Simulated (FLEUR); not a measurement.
# Ge (Cmmm) in FLEUR: notebook

Runs on Ge. Level: PBEsol. Tasks: single point.

Program: FLEUR MaX-R8.1 (later development tree). These are calculated values, not measurements. Logs are shortened: lines on timing, memory, paths and dates and some standing lists are left out, and cuts for length are marked.

### Step 1. The crystal as given

Symmetry: Cmmm, No. 65, orthorhombic system. Conventional cell: a = 2.884 Å, b = 5.369 Å, c = 2.785 Å, α = 90.00°, β = 90.00°, γ = 90.00°. Ge (site symmetry mmm) has 8 Ge at 2.79 to 3.05 Å as nearest neighbours.

This isn't the form of Ge at room conditions, which is diamond.

### Step 2. Single point, PBEsol

inp.xml

```xml
<?xml version="1.0" encoding="UTF-8" standalone="no"?>
<fleurInput fleurInputVersion="0.39">
   <comment>
      Ge                                                                                                  
   </comment>
   <calculationSetup>
      <cutoffs Kmax="4.47" Gmax="13.9" GmaxXC="13.9" numbands="0"/>
      <scfLoop itmax="60" minDistance="0.00001" maxIterBroyd="15" imix="Anderson" alpha="0.05" precondParam="0.0" spinf="2.0" sdNocoIR="T"/>
      <coreElectrons ctail="T" frcor="F" kcrel="0" coretail_lmax="0"/>
      <xcFunctional name="PBEs" relativisticCorrections="F"/>
      <magnetism jspins="1"/>
      <soc l_soc="F" theta="0.0" phi="0.0" spav="F"/>
      <expertModes spex="0" secvar="F"/>
      <geometryOptimization l_f="F" forcealpha="1.0" forcemix="BFGS" epsdisp="0.00001" epsforce="0.00001"/>
      <ldaU l_linMix="F" mixParam="0.05" spinf="1.0"/>
   </calculationSetup>
   <cell>
      <bzIntegration valenceElectrons="22.0" mode="hist" fermiSmearingEnergy="0.00183747">
         <kPointListSelection listName="default-1"/>
         <!-- k-points included here -->
         <xi:include xmlns:xi="http://www.w3.org/2001/XInclude" href="kpts.xml"> </xi:include>
      </bzIntegration>
      <!-- symmetry operations included here -->
      <xi:include xmlns:xi="http://www.w3.org/2001/XInclude" href="sym.xml"> </xi:include>
      <bulkLattice scale="1.0">
         <bravaisMatrix>
            <row-1>    2.7254558610323478    -5.0728960003446995     0.0000000000000000</row-1>
            <row-2>    2.7254558610323478     5.0728960003446995     0.0000000000000000</row-2>
            <row-3>    0.0000000000000000     0.0000000000000000     5.2635112600730967</row-3>
         </bravaisMatrix>
      </bulkLattice>
   </cell>
   <atomSpecies>
      <species name="Germanium (Ge)" element="Ge" atomicNumber="32">
         <mtSphere radius="2.19" gridPoints="807" logIncrement="0.015"/>
         <atomicCutoffs lmax="10" lnonsphr="10"/>
         <electronConfig flipSpins="F">
            <coreConfig>(1s1/2) (2s1/2) (2p1/2) (2p3/2)</coreConfig>
            <valenceConfig>(3s1/2) (3p1/2) (3p3/2) (4s1/2) (3d3/2) (3d5/2) (4p1/2) (4p3/2)</valenceConfig>
            <stateOccupation state="(4p1/2)" spinUp="0.333333" spinDown="0.333333"/>
            <stateOccupation state="(4p3/2)" spinUp="0.666667" spinDown="0.666667"/>
         </electronConfig>
         <energyParameters s="4" p="4" d="3" f="4"/>
         <lo type="SCLO" l="0" n="3" eDeriv="0"/>
         <lo type="SCLO" l="1" n="3" eDeriv="0"/>
         <lo type="SCLO" l="1" n="3" eDeriv="1"/>
         <lo type="HELO" l="2" n="4" eDeriv="0"/>
         <lo type="HELO" l="2" n="4" eDeriv="1"/>
         <lo type="SCLO" l="3" n="4" eDeriv="2"/>
      </species>
   </atomSpecies>
   <atomGroups>
      <atomGroup species="Germanium (Ge)">
         <relPos label="                   1">1.000/2.000 1.000/2.000 .0000000000</relPos>
         <force calculate="T" relaxXYZ="TTT"/>
      </atomGroup>
   </atomGroups>
   <output dos="F" band="F" slice="F">
      <checks vchk="F" cdinf="F"/>
      <bandDOS minEnergy="-.5*Htr" maxEnergy="0.5*Htr" sigma="0.015" storeEVData="T"/>
      <vacuumDOS vacdos="F" integ="F" star="F" nstars="0" locx1="0.0" locy1="0.0" locx2="0.0" locy2="0.0" nstm="0" tworkf="0.0"/>
      <unfoldingBand unfoldBand="F" supercellX="1" supercellY="1" supercellZ="1"/>
      <plotting iplot="0" polar="F">
         <plot TwoD="T" vec1="  1.0  0.0  0.0" vec2="  0.0  1.0  0.0" vec3="  0.0  0.0  1.0" zero="  0.0  0.0  0.0" file="plot"/>
      </plotting>
      <chargeDensitySlicing numkpt="0" minEigenval="0.0" maxEigenval="0.0" nnne="0" pallst="F"/>
      <specialOutput eonly="F"/>
      <moessbauerParams electricFieldGradient="T" isomerShift="T" coreHyperfine="T" valenceHyperfine="T"/>
      <magneticCircularDichroism mcd="F" energyLo="-10.0" energyUp="0.0"/>
   </output>
  <!-- We include the file relax.xml here to enable relaxations (see documentation) -->
  <xi:include xmlns:xi="http://www.w3.org/2001/XInclude" href="relax.xml"> <xi:fallback/> </xi:include>
</fleurInput>
```

crystal.txt

```
Ge
&input cartesian=F /
1.4422491310  -2.6844609567  0.0000000000
1.4422491310  2.6844609567  0.0000000000
0.0000000000  0.0000000000  2.7853302082
1.8897261246
1.0 1.0 1.0

1
32 0.5000000000  0.5000000000  0.0000000000

&kpt div1=11 div2=11 div3=10 gamma=T /
```

Potentials or basis: all-electron, FLAPW.

The run is started by

```bash
$ inpgen -f crystal.txt -profile fastHighL
$ # inp.xml edited to the form shown
$ fleur_MPI
```

The program printed:

```text
Welcome to FLEUR        (www.flapw.de)
      MaX-Release 8.1          (www.max-centre.eu)

 ========== k-point set info ==========
 Selected k-point list: default-1
 k-point list type: mesh
 11 x 11 x 10
 Number of k points: 216

 ------------Calculation Setup---------------------------
 Number of MPI-tasks      :            1
 Number of PE/node        :            1
 Number of OMP-threads    :            1
 Most efficient MPI parallelization for:
           1           2           3           4           6           8           9          12          18          24          27          36          54          72         108         216
 Additional eigenvalue parallelization possible
 Number of basis functions:          272
 Approximate size of matrices (H+S) per k-point:         0.001 GB
 --------------------------------------------------------
 Iteration:     1   Distance:       3.85261816 me/bohr^3
 Iteration:     2   Distance:       3.54730260 me/bohr^3
 Iteration:     3   Distance:       1.57978411 me/bohr^3
 Iteration:     4   Distance:       0.18884035 me/bohr^3
 Iteration:     5   Distance:       0.16205904 me/bohr^3
 Iteration:     6   Distance:       0.02873323 me/bohr^3
 Iteration:     7   Distance:       0.00756595 me/bohr^3
 Iteration:     8   Distance:       0.00322441 me/bohr^3
 Iteration:     9   Distance:       0.00072585 me/bohr^3
 Iteration:    10   Distance:       0.00050019 me/bohr^3
 Iteration:    11   Distance:       0.00001922 me/bohr^3
 Iteration:    12   Distance:       0.00002764 me/bohr^3
 Iteration:    13   Distance:       0.00000109 me/bohr^3

 ********************************************************************
 Run finished successfully
 Stop message:
   all done
 ********************************************************************
```

out.xml (last iteration):

```text
<iteration numberForCurrentRun="   13" overallNumber="   13">
         <energyParameters units="Htr">
            <atomicEP atomType="1" spin="1" branch="4s" branchLowest="-5.77" branchHighest="0.96" value="-0.1084940632"/>
            <atomicEP atomType="1" spin="1" branch="4p" branchLowest="-3.83" branchHighest="1.65" value="0.1146646285"/>
            <atomicEP atomType="1" spin="1" branch="3d" branchLowest="-9.99" branchHighest="-0.64" value="-0.6589860780"/>
            <atomicEP atomType="1" spin="1" branch="4f" branchLowest="-9.99" branchHighest="3.56" value="0.4791252307"/>
            <loAtomicEP atomType="1" spin="1" branch="3s" branchLowest="-49.94" branchHighest="-5.77" value="-5.7660723431"/>
            <loAtomicEP atomType="1" spin="1" branch="3p" branchLowest="-43.60" branchHighest="-3.83" value="-3.8316916538"/>
            <loAtomicEP atomType="1" spin="1" branch="3p" branchLowest="-43.60" branchHighest="-3.83" value="-3.8316916538"/>
            <heloAtomicEP atomType="1" spin="1" branch="4d" branchLowest="2.09" branchHighest="2.09" value="2.0918761308"/>
            <heloAtomicEP atomType="1" spin="1" branch="4d" branchLowest="2.09" branchHighest="2.09" value="2.0918761308"/>
            <loAtomicEP atomType="1" spin="1" branch="4f" branchLowest="-9.99" branchHighest="3.56" value="0.4791289404"/>
         </energyParameters>
         <eigenvalues>
            <eigenvaluesAt spin="1" ikpt="1" k_x="0.00000000" k_y="0.00000000" k_z="0.00000000">
                      -5.7660751254       -3.8303861567       -3.8298082193       -3.8285115254       -0.6707579634
                      -0.6695564089       -0.6681485265       -0.6650774883       -0.6644435888       -0.2102991594
                       0.4615451950        0.4738221962        0.5234021656        0.5938186208        0.6685632234
                       0.7404828476        0.7600379276        0.7873820561
            </eigenvaluesAt>
            <eigenvaluesAt spin="1" ikpt="2" k_x="0.00000000" k_y="0.00000000" k_z="0.10000000">
                      -5.7660746816       -3.8303854260       -3.8298076101       -3.8285190598       -0.6702229685
                      -0.6695174659       -0.6681249522       -0.6652492018       -0.6646111937       -0.2036168184
                       0.3821708369        0.4799791298        0.5295492283        0.6549197495        0.6952854713
                       0.7549346109        0.7661922952        0.7939306578
            </eigenvaluesAt>
            <eigenvaluesAt spin="1" ikpt="3" k_x="0.00000000" k_y="0.00000000" k_z="0.20000000">
                      -5.7660735674       -3.8303841324       -3.8298062087       -3.8285399537       -0.6694951856
                      -0.6687656341       -0.6680650198       -0.6657172729       -0.6650638054       -0.1837625032
                       0.2705268220        0.4976368064        0.5471564647        0.6827178815        0.7464560980
                       0.7844321252        0.8132680296        0.8513854949
            </eigenvaluesAt>
            <eigenvaluesAt spin="1" ikpt="4" k_x="0.00000000" k_y="0.00000000" k_z="0.30000000">
                      -5.7660722284       -3.8303827973       -3.8298051680       -3.8285657982       -0.6693979672
                      -0.6680003231       -0.6670444319       -0.6662950239       -0.6656246195       -0.1517486835
                       0.1690004705        0.5237662374        0.5731350967        0.7133130191        0.7758893126
                       0.8137108542        0.8439676753        0.9291602586
            </eigenvaluesAt>
         </eigenvalues>
         <bandgap value="0.0416159879" units="eV"/>
         <sumValenceSingleParticleEnergies value="-40.9750882189" units="Htr"/>
         <FermiEnergy value="0.2339260284" units="Htr"/>
         <valenceDensity>
            <mtCharges spin="1">
               <mtCharge atomType="1" total="19.8687072" s="3.1248527" p="6.7735096" d="9.9659380" f="0.0039838"/>
            </mtCharges>
            <spinDependentCharge spin="1" total="22.0000000" interstitial="2.1312928" mtSpheres="19.8687072"/>
            <totalCharge value="22.0000000000"/>
         </valenceDensity>
         <coreStates atomType="     1" atomicNumber=" 32" spin="1" kinEnergy="   1816.7359103472" eigValSum="  -1165.4878854152" lostElectrons=" 0.000000">
            <state n="1" l="0" j="0.5" energy="-401.9625114043" weight="1.0000000000"/>
            <state n="2" l="0" j="0.5" energy="-49.9438399280" weight="1.0000000000"/>
            <state n="2" l="1" j="0.5" energy="-44.3924854338" weight="1.0000000000"/>
            <state n="2" l="1" j="1.5" energy="-43.2225529708" weight="2.0000000000"/>
         </coreStates>
         <allElectronCharges>
            <spinDependentCharge spin="1" total="32.0000000" interstitial="2.1312928" mtSpheres="29.8687072"/>
            <totalCharge value="32.0000000002"/>
         </allElectronCharges>
         <moessbauerParams unitsHFF="kG" unitsIS="e/bohr^3" unitsEFG="Htr/bohr^2">
            <coreIsomerShift atomType="1" isTotal="31396.18684">
               <shell n="1" l="0" isomerShift="28504.50066"/>
               <shell n="2" l="0" isomerShift="2866.50186"/>
               <shell n="2" l="1" isomerShift="25.18432"/>
            </coreIsomerShift>
            <isomerShift atomType="1" nucleusRadius="0.0000986" averageDensity="31868.43417"/>
            <electricFieldGradient atomType="1" VXX="0.09754" VYY="0.48541" VZZ="-0.58295" asymParam="0.66535">
            </electricFieldGradient>
         </moessbauerParams>
         <totalEnergy                                    value="    -2097.5500393123" units="Htr">
            <sumOfEigenvalues                            value="    -1206.4629736341">
               <coreElectrons value="-1165.4878854152"/>
               <valenceElectrons value="-40.9750882189"/>
            </sumOfEigenvalues>
            <densityCoulombPotentialIntegral value="-3245.0351369125"/>
            <densityEffectivePotentialIntegral value="-3347.5498379349"/>
            <chargeDenXCDenIntegral value="-78.1543419798"/>
            <FockExchangeEnergyValence value="0.0000000000"/>
            <FockExchangeEnergyCore value="0.0000000000"/>
            <atomTypeDependentContributions atomType="1">
               <electronNucleiInteractionDifferentMTs value="2520.3131469645"/>
               <MadelungTerm value="-17.6518462125"/>
            </atomTypeDependentContributions>
            <tkbTimesEntropy value="0.0001761383"/>
            <freeEnergy value="-2097.5502154506"/>
            <extrapolationTo0K value="-2097.5501273814"/>
         </totalEnergy>
         <densityConvergence units="me/bohr^3">
            <chargeDensity spin="1" distance="0.0000010854"/>
         </densityConvergence>
      </iteration>
```

Wall time 78 s (1 thread of Arm Neoverse V1, shared host); peak memory 0.08 GiB.

Results:

* Free energy: -57077.2491 eV
* Band gap on the k mesh: none (metal or under the smearing width)
* Valence electrons inside the program's atomic spheres: Ge 19.87 (radii Ge 2.19 bohr)

Core levels (eV from the Fermi level):
| atom | levels |
| --- | --- |
| 1 Ge | 1s1/2 -10944.3, 2s1/2 -1365.4, 2p1/2 -1214.3, 2p3/2 -1182.5 |

### Step 3. Single point, PBEsol

This run uses another cell than the first one, of 20.59 Å³/atom, 0.955 times its volume.

inp.xml: that of step 2 with these lines changed.

```diff
@@ -26,5 +26,5 @@
          <bravaisMatrix>
-            <row-1>    2.7254558610323478    -5.0728960003446995     0.0000000000000000</row-1>
-            <row-2>    2.7254558610323478     5.0728960003446995     0.0000000000000000</row-2>
-            <row-3>    0.0000000000000000     0.0000000000000000     5.2635112600730967</row-3>
+            <row-1>    2.6835191013940620    -4.9948390325683443     0.0000000000000000</row-1>
+            <row-2>    2.6835191013940620     4.9948390325683443     0.0000000000000000</row-2>
+            <row-3>    0.0000000000000000     0.0000000000000000     5.1825212833386836</row-3>
          </bravaisMatrix>
@@ -34,3 +34,3 @@
       <species name="Germanium (Ge)" element="Ge" atomicNumber="32">
-         <mtSphere radius="2.19" gridPoints="807" logIncrement="0.015"/>
+         <mtSphere radius="2.19" gridPoints="793" logIncrement="0.016"/>
          <atomicCutoffs lmax="10" lnonsphr="10"/>
```

crystal.txt

```
Ge
&input cartesian=F /
1.4200571535  -2.6431549882  0.0000000000
1.4200571535  2.6431549882  0.0000000000
0.0000000000  0.0000000000  2.7424721582
1.8897261246
1.0 1.0 1.0

1
32 0.5000000000  0.5000000000  0.0000000000

&kpt div1=11 div2=11 div3=10 gamma=T /
```

Potentials or basis: all-electron, FLAPW.

The run is started by

```bash
$ inpgen -f crystal.txt -profile fastHighL
$ # inp.xml edited to the form shown
$ fleur_MPI
```

Run time: 72 s. Hardware: 1 thread of Arm Neoverse V1, shared host; peak memory 0.07 GiB.

It converged, with:

```yaml
Free_energy: -57077.2950 eV
Band_gap_on_the_k_mesh: none (metal or under the smearing width)
Valence_electrons_inside_the_program's_atomic_spheres: Ge 19.89 (radii Ge 2.19 bohr)
```

Levels at points of the mesh, in eV from the Fermi level:
```csv
k point,band 8,band 9,band 10,band 11,band 12,band 13,band 14,band 15
"(0.00, 0.00, 0.00)",-24.47,-24.45,-12.44,6.43,6.83,8.25,9.96,12.14
"(0.00, 0.00, 0.50)",-24.51,-24.47,-8.89,-5.35,9.45,10.86,15.52,15.71
```

Core levels (eV from the Fermi level):
| atom | levels |
| --- | --- |
| 1 Ge | 1s1/2 -10944.3, 2s1/2 -1365.4, 2p1/2 -1214.3, 2p3/2 -1182.5 |

(Part 1 of 3 ends here.)
